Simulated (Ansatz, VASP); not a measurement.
# One calculation of NaF, two programs

POSCAR

```
NaF
1.0
    2.7934852186     -0.0518191508      0.0000000000
   -0.0518191508      2.7934852186      0.0000000000
    0.0000000000      0.0000000000      2.7934852186
Na F
1 1
Direct
    0.0000000000      0.0000000000      0.0000000000
    0.5000000000      0.5000000000      0.5000000000
```

INCAR.step1

```
SYSTEM = NaF
PREC = Accurate
ENCUT = 520
EDIFF = 1E-5
ISMEAR = 0
SIGMA = 0.01
LREAL = .False.
LASPH = .True.
NELM = 100
ALGO = Normal
ISIF = 2
LWAVE = .True.
LCHARG = .False.
NBANDS = 14
GGA = PE
```

INCAR.step2

```
SYSTEM = NaF
PREC = Accurate
ENCUT = 520
EDIFF = 1E-7
ISMEAR = 0
SIGMA = 0.01
LREAL = .False.
LASPH = .True.
NELM = 100
ALGO = Normal
ISIF = 2
LWAVE = .False.
LCHARG = .False.
GGA = PE
LHFCALC = .True.
HFSCREEN = 0.2079
PRECFOCK = Normal
NBANDS = 14
ISTART = 1
```

KPOINTS

```
Automatic mesh
0
Gamma
  6 6 6
  0 0 0
```

Input for Ansatz:

```yaml
crystal:
  lattice:
    - [2.7934852186, -0.0518191508, 0.0]
    - [-0.0518191508, 2.7934852186, 0.0]
    - [0.0, 0.0, 2.7934852186]
  atoms:
    - { symbol: Na, position: [0.0, 0.0, 0.0] }
    - { symbol: F, position: [0.5, 0.5, 0.5] }
kpoints:
  mp_grid: { grid: [6, 6, 6] }
  band_path:
    path: [[0.0, 0.0, 0.0], [0.0, 0.5, 0.0], [0.5, 0.5, 0.0], [0.5, 0.5, 0.5]]
    npoints: 1
hamiltonian:
  xc: hse06
scf:
  occupations: { method: fixed }
  n_extra_bands: 4
output:
  forces: true
  stress: true
  eigenvalues: true
  write_density: true
  write_potential: true
  elf: true
  volumetric_format: npy
```

Change from the starting cell: shear_xy strain -3.7%.

Alike in both runs: task single point; functional HSE06; k mesh 6 × 6 × 6; no spin polarisation.

```csv
,VASP,Ansatz
version,VASP 6.6.1,Ansatz 0.2.0
potentials or method,"VASP PAW PBE potentials, release 64 (Na_pv, F)","plane waves, PAW"
plane-wave cutoff (eV),520,420
occupations,"gaussian, width 0.01 eV",fixed
valence electrons in the cell,14,16
```

Ansatz gave:

| Property | Result |
| --- | --- |
| gap on the k mesh at the Fermi level (eV) | 8.34 |
| pressure (GPa) | 1.9 |
| largest component of the traceless stress (GPa) | 0.16 |

Task: Estimate VASP's values.

Result: gap on the k mesh at the Fermi level (eV): 8.30; pressure (GPa): 2.0; largest component of the traceless stress (GPa): 0.20.

The two sets of potentials don't hold the same shells in valence. Ansatz warned: «stress_exchange_threshold_loose».

Caveats: the PAW data sets were made with another functional, which shifts forces and pressure a little (VASP). A k mesh can miss the band edges.
